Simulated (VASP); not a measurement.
A run of VASP 6.6.1 is set up as follows.

The input INCAR:

```
PREC     = Accurate       # precision mode
ENCUT    = 600            # plane-wave cutoff, eV
EDIFF    = 1E-6           # SCF threshold, eV
ISMEAR   = -1             # smearing method
SIGMA    = 0.05           # smearing width, eV
LREAL    = False          # projectors in reciprocal space
LASPH    = True           # aspherical terms in the spheres
NELM     = 60             # most SCF steps
ALGO     = Normal         # electronic algorithm
ISIF     = 3              # what is computed and relaxed
LWAVE    = False          # write WAVECAR
LCHARG   = False          # write CHGCAR
GGA      = RE             # functional
IVDW     = 12             # dispersion correction
IBRION   = 2              # ionic algorithm
NSW      = 60             # ionic steps
EDIFFG   = -0.005         # ionic threshold
```

KPOINTS

```
Automatic mesh
0
Gamma
  10 10 9
```

POSCAR

```
WC
1.0
    2.9065000000      0.0000000000      0.0000000000
   -1.4532500000      2.5171028361      0.0000000000
    0.0000000000      0.0000000000      2.8366000000
W C
1 1
Direct
    0.0000000000      0.0000000000      0.0000000000
    0.6666666667      0.3333333333      0.5000000000
```

Potentials or basis: VASP PAW PBE potentials, release 64 (W_sv, C).

Launch:

```console
$ cat potpaw_PBE.64/W_sv/POTCAR potpaw_PBE.64/C/POTCAR > POTCAR
$ mpirun -np 1 vasp_std > vasp.out
```

(1) Predict the band gap on the k mesh.

(2) Predict the dispersion energy per atom.

(3) Predict the relaxed volume.

## Answers

(1) none (metal or under the smearing width).

(2) -0.872 eV.

(3) 10.27 Å³/atom.

Caveat: the PAW data sets were made with another functional, which shifts forces and pressure a little; pairwise dispersion overbinds metals, which lowers pressure and volume.
